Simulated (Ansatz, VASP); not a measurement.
LiH in VASP and in Ansatz

INCAR

```
  PREC = Accurate
  ENCUT = 520
  EDIFF = 1E-7
  ISMEAR = 0
  SIGMA = 0.05
  LREAL = F
  LASPH = T
  NELM = 60
  ALGO = Normal
  ISIF = 2
  LWAVE = F
  LCHARG = F
  GGA = PS
  NBANDS = 9
```

Contents of KPOINTS:

```
Automatic mesh
0
Gamma
  10 10 10
```

File POSCAR:

```
LiH
1.0
    0.0000000000      1.8699000000      2.1138000000
    1.8699000000      0.0000000000      2.1138000000
    1.8699000000      1.8699000000      0.0000000000
Li H
1 1
Direct
    0.0000000000      0.0000000000      0.0000000000
    0.5000000000      0.5000000000      0.5000000000
```

Input for Ansatz:

```yaml
crystal:
  lattice:
    - [0.0, 1.8699, 2.1138]
    - [1.8699, 0.0, 2.1138]
    - [1.8699, 1.8699, 0.0]
  atoms:
    - { symbol: Li, position: [0.0, 0.0, 0.0] }
    - { symbol: H, position: [0.5, 0.5, 0.5] }
basis:
  ecutwfc: 420
kpoints:
  mp_grid: { grid: [10, 10, 10] }
hamiltonian:
  xc: pbesol
scf:
  occupations: { method: gaussian, width: 0.05 }
output:
  forces: true
  stress: true
  eigenvalues: true
```

Change from the starting cell: strain -0.080 along x and y, +0.040 along z, atoms carried along.

Alike in both runs: task single point; functional PBEsol; k mesh 10 × 10 × 10; occupations gaussian, width 0.05 eV; no spin polarisation.

|  | VASP | Ansatz |
| --- | --- | --- |
| version | VASP 6.6.1 | Ansatz 0.2.0 |
| potentials or method | VASP PAW PBE potentials, release 64 (Li_sv, H) | scalar-relativistic, plane waves, PAW |
| plane-wave cutoff (eV) | 520 | 420 |
| valence electrons in the cell | 4 | 4 |

```csv
,VASP,Ansatz,Ansatz less VASP
gap on the k mesh at the Fermi level (eV),1.28,1.28,0.000
least direct gap on the mesh (eV),2.31,2.31,+0.004
```

 A k mesh can miss the band edges.
